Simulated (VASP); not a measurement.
**From VASP inputs to Ansatz: BaTiO3 (cubic perovskite)**

INCAR

```
LCHARG = .FALSE.
ENCUT = 520
NELM = 120
NSW = 0
ALGO = Normal
LREAL = .FALSE.
ISMEAR = 0
PREC = Accurate
ISIF = 2
METAGGA = R2SCAN
SIGMA = 0.01
NBANDS = 28
LWAVE = .FALSE.
LASPH = .TRUE.
IBRION = -1
EDIFF = 1E-7
```

KPOINTS

```
KPOINTS created by Atomic Simulation Environment
0
Gamma
6 6 6
0 0 0
```

KPOINTS_OPT

```
special points
4
Reciprocal
0.0000000000 0.0000000000 0.0000000000 1
0.0000000000 0.5000000000 0.0000000000 1
0.5000000000 0.5000000000 0.0000000000 1
0.5000000000 0.5000000000 0.5000000000 1
```

POSCAR

```
Ba Ti O
 1.0000000000000000
     3.9940965203762495   -0.0000000000000000    0.0000000000000000
     0.0000000000000000    3.9940965203762495    0.0000000000000000
     0.0000000000000000    0.0000000000000000    3.9940965203762495
 Ba  Ti  O
   1   1   3
Cartesian
 -0.0000000000000000  0.0000000000000000 -0.0000000000000000
  1.9970482601881248  1.9970482601881248  1.9970482601881248
  1.9970482601881248  1.9970482601881248  0.0000000000000000
  1.9970482601881248 -0.0000000000000000  1.9970482601881248
  0.0000000000000000  1.9970482601881248  1.9970482601881248
```

VASP ran with the recommended PBE PAW datasets (40 valence electrons in the cell).

Translate these files to an Ansatz input.



```yaml
crystal:
  lattice:
    - [3.9940965204, 0.0, 0.0]
    - [0.0, 3.9940965204, 0.0]
    - [0.0, 0.0, 3.9940965204]
  atoms:
    - { symbol: Ba, position: [0.0, 0.0, 0.0] }
    - { symbol: Ti, position: [0.5, 0.5, 0.5] }
    - { symbol: O, position: [0.5, 0.5, 0.0] }
    - { symbol: O, position: [0.5, 0.0, 0.5] }
    - { symbol: O, position: [0.0, 0.5, 0.5] }
kpoints:
  mp_grid: { grid: [6, 6, 6] }
  band_path:
    path: [[0.0, 0.0, 0.0], [0.0, 0.5, 0.0], [0.5, 0.5, 0.0], [0.5, 0.5, 0.5]]
    npoints: 1
hamiltonian:
  xc: r2scan
scf:
  occupations: { method: fixed }
  n_extra_bands: 5
output:
  forces: true
  stress: true
  eigenvalues: true
```

Other inputs would serve too.

|  | VASP | Ansatz |
| --- | --- | --- |
| gap between bands v and c | 2.15 eV | 2.17 eV |
| least direct gap | 2.30 eV | 2.28 eV |
| pressure | 2.0 GPa | 0.0 GPa |

The two codes use different PAW datasets and cutoffs. VASP's cell holds 40 valence electrons and Ansatz's 40. Ansatz's stress includes a Pulay correction; VASP's doesn't.
